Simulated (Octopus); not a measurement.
**MgO under changes of volume**

One of the cells (12.265 Å³/atom); the others are scaled copies at fixed shape and fractional positions:

```
CELL_PARAMETERS angstrom
0.00000 2.30616 2.30616
2.30616 0.00000 2.30616
2.30616 2.30616 0.00000
ATOMIC_POSITIONS crystal
Mg 0.50000 0.50000 0.50000
O 0.75000 0.75000 0.75000
```

The cell was built by a generator and needn't be a form met in nature.

| Quantity | Value |
| --- | --- |
| Program | Octopus 16.4 |
| Functional | PBE |
| Potentials or basis | pseudodojo_pbe (PseudoDojo 0.5, PBE) |
| Grid spacing | 0.130 Å |
| k mesh | 10 × 10 × 10 |
| Occupations | fermi-dirac, width 0.05 eV |
| Spin | no spin polarisation |

| volume (Å³/atom) | energy over the lowest point (meV/atom) | gap on the mesh (eV) |
| --- | --- | --- |
| 11.529 | 25.02 | 3.84 |
| 11.774 | 11.88 | 3.71 |
| 12.020 | ? | ? |
| 12.265 | 0.00 | 3.48 |
| 12.510 | 0.77 | 3.37 |
| 12.756 | 4.70 | 3.27 |
| 13.001 | 12.53 | 3.17 |

What does the run at 12.020 Å³/atom give?

Energy over the lowest point 3.84 meV/atom; gap on the mesh 3.60 eV.

Worked out: A Birch-Murnaghan fit of order 3 (a polynomial in V^(-2/3)) to the other rows has its minimum at 12.36 Å³/atom with B0 = V·E''(V) = 131 GPa and B' = 3.8. It gives 3.69 meV/atom at 12.020 Å³/atom, against the run's 3.84. A straight line through the other rows of the gap, of slope -5.57 eV per unit of ln V (its deformation potential), gives 3.60 eV, against the run's 3.60.

Energies are extrapolated to zero smearing.
